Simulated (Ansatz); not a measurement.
# What a change of settings does: AlNi (NiAs type)

First run: DFT, PBE, PAW with Ansatz's default frozen-core files, scalar-relativistic (Ansatz 0.2.0).

Command: `ansatz run input.yaml --threads 1 --pin off --max-ram 3072MiB --backend cpu --events-out ev --progress --plain --runs-dir out` It took 4.8 s on 1 thread of AMD EPYC 7R43 64-Core Processor (Zen 3), with other jobs on the host, peak memory 0.39 GiB.

```yaml
crystal:
  lattice:
    - [3.2858842698, 0.0, 0.0]
    - [-1.6429421349, 2.8456592515, 0.0]
    - [0.0, 0.0, 4.8680700332]
  atoms:
    - { symbol: Ni, position: [0.0, 0.0, 0.0] }
    - { symbol: Ni, position: [0.0, 0.0, 0.5] }
    - { symbol: Al, position: [0.3333333333, 0.6666666667, 0.25] }
    - { symbol: Al, position: [0.6666666667, 0.3333333333, 0.75] }
kpoints:
  mp_grid: { grid: [11, 11, 7] }
scf:
  occupations: { method: fermi_dirac, width: 0.1 }
hamiltonian:
  xc: pbe
  pseudopotentials: { kind: paw }
output:
  forces: true
  stress: true
  eigenvalues: true
  populations: true
```

The cell comes from a relaxation on PAW files under the same functional, begun from a prototype that needn't be the stable phase.

This run: volume at 0.8 of the series' base cell.

It converges in 7 SCF iterations at a pressure of 41.9 GPa, cutoff 420 eV.

The input is then changed:

```diff
   occupations: { method: fermi_dirac, width: 0.1 }
+  mixing: { preconditioner: kerker_dos }
 hamiltonian:
   populations: true
+  write_density: true
+  write_potential: true
+  elf: true
+  volumetric_format: npy
+accuracy: low
```

**Question.** Predict the outcome of the changed run.

**Answer.** It converges in 8 SCF iterations at a pressure of 41.9 GPa, cutoff 420 eV, free energy 0.0 meV/atom against the first run's. The settings are coarser than usual, but the energy hardly moved.
